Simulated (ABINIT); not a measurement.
Sn:

```xyz
1
Lattice="-1.8779 1.8984 1.9102 1.8946 -1.8698 1.8983 1.8874 1.8793 -1.8817" Properties=species:S:1:pos:R:3 pbc="T T T"
Sn   -0.0122    0.0003    0.0364
```

The cell isn't the ideal one: cell strained at random at fixed volume.

Base run:

| Property | Result |
| --- | --- |
| Program | ABINIT 10.8.3 (patched build) |
| Functional | PBE |
| Potentials or basis | JTH PAW PBE v2.0 |
| Cutoff | 599 eV |
| k mesh | 10 × 10 × 10 |
| Occupations | fermi-dirac, width 0.05 eV |
| Spin | no spin polarisation |

Its results: band gap on the k mesh none (metal or under the smearing width); pressure 0.7 GPa.

Q: The run is repeated on the same cell with these changes: functional from PBE to PBEsol; potentials or basis from JTH PAW PBE v2.0 to PseudoDojo NC SR PBEsol v0.4.1 standard; cutoff from 599 eV to 980 eV. What comes out?

A: Band gap on the k mesh none (metal or under the smearing width); pressure -2.1 GPa.
